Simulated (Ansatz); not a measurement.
## NiGe: random displacements

Method: DFT PBEsol, scalar-relativistic, plane waves, PAW (Ansatz). Settings: plane waves to 420 eV, k-mesh 8×12×8 (Γ-centred), Gaussian smearing 0.15 eV. No spin polarisation. A magnetic state may lie lower. Energies are free energies at this smearing, counted from the undisturbed cell; pressure is positive in compression.

The undisturbed cell (relaxed at this level):

```
Ni Ge
1.0
     5.31079    0.00000    0.00000
     0.00000    3.44002    0.00000
     0.00000    0.00000    5.73926
Ni Ge
4 4
Direct
  0.99299 0.75000 0.18887
  0.00701 0.25000 0.81113
  0.50701 0.25000 0.68887
  0.49299 0.75000 0.31113
  0.81164 0.75000 0.58840
  0.18836 0.25000 0.41160
  0.68836 0.25000 0.08840
  0.31164 0.75000 0.91160
```

The atoms are displaced (Å, in the unstrained cell):

```csv
atom,ux,uy,uz
Ni1,0.022,-0.023,0.068
Ni2,-0.011,0.205,-0.087
Ni3,-0.129,0.160,-0.046
Ni4,-0.288,-0.038,-0.075
Ge5,0.137,-0.210,0.108
Ge6,0.036,-0.016,-0.113
Ge7,0.103,-0.076,0.081
Ge8,0.130,-0.001,0.064
```

Strain (Voigt, engineering shear): (-0.0390, -0.0341, 0.0020, 0.0528, 0.0695, 0.0101).

(1) What are the energy change, the stress and the forces?

Answers

(1) ΔE = 457.1 meV/atom; stress (xx, yy, zz, yz, xz, xy; compression positive) (30.24, 36.61, 24.41, -14.12, -1.44, -7.97) GPa.
```
atom Fx (eV/Å) Fy Fz
 Ni1      -1.55   0.24  -0.88
 Ni2       3.97  -6.63   5.05
 Ni3       0.78  -1.56  -0.23
 Ni4       4.79   0.37   0.45
 Ge5      -4.67   7.22  -5.27
 Ge6      -1.68  -1.40   1.71
 Ge7      -0.87   0.89  -0.08
 Ge8      -0.77   0.87  -0.75
```

Cost: 1 run of about 1.6 core-minutes, on AMD EPYC 9R45 (Zen 5) (shared hosts).